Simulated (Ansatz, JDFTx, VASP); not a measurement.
**WC: 3 runs at one level of theory**

The starting cell:

```
CELL_PARAMETERS angstrom
2.90650 0.00000 0.00000
-1.45325 2.51710 0.00000
0.00000 0.00000 2.83660
ATOMIC_POSITIONS crystal
W 0.00000 0.00000 0.00000
C 0.66667 0.33333 0.50000
```

Alike in all runs: task relaxation of cell and atoms; functional PBE; dispersion D3(BJ); k mesh 10 × 10 × 9; occupations fermi-dirac, width 0.05 eV; no spin polarisation; no spin-orbit coupling.

```json
{"program and potentials": "VASP, PBE PAW files C, W_sv, 600 eV", "plane-wave cutoff (eV)": "600", "notes": "-", "equilibrium volume (Å³/atom)": "10.36"}
{"program and potentials": "Ansatz, all-electron LAPW, scalar-relativistic", "plane-wave cutoff (eV)": "-", "notes": "-", "equilibrium volume (Å³/atom)": "10.33"}
{"program and potentials": "JDFTx, PseudoDojo-SR-PBE-0.5-standard", "plane-wave cutoff (eV)": "1116", "notes": "-", "equilibrium volume (Å³/atom)": "10.33"}
```

The equilibrium volume spans 10.33 (Ansatz, all-electron LAPW, scalar-relativistic) to 10.36 Å³/atom (VASP, PBE PAW files C, W_sv, 600 eV), with all-electron results at 10.33. Relaxations stop with a little pressure left, so the last digit of a volume isn't settled.

The functional is the same throughout but for its coding, so the spread measures potentials, basis and numerics; runs on potential files found faulty are left out.

The three runs give nearly the same volume for WC. JDFTx with norm-conserving potentials matches the all-electron value of 10.33 Å³/atom, and VASP lies only slightly above it at 10.36 Å³/atom. For this property, replacing the tungsten and carbon cores with potentials therefore costs little.

The stiffness of the carbide helps. Strong covalent mixing of W 5d with C 2p states fills mainly bonding levels, while metallic bonding between the tungsten atoms adds cohesion. The energy therefore rises steeply as the cell is strained, and a small error in the pressure from a potential or basis shifts the volume very little. A softer solid would probably turn the same error into a larger spread. The slight expansion in VASP may come from its description of the tungsten core and semicore shells, though the volumes alone cannot establish this.

Equal volumes also don't guarantee equal cell shapes, because in a hexagonal crystal opposite errors in the basal and axial lengths can cancel.
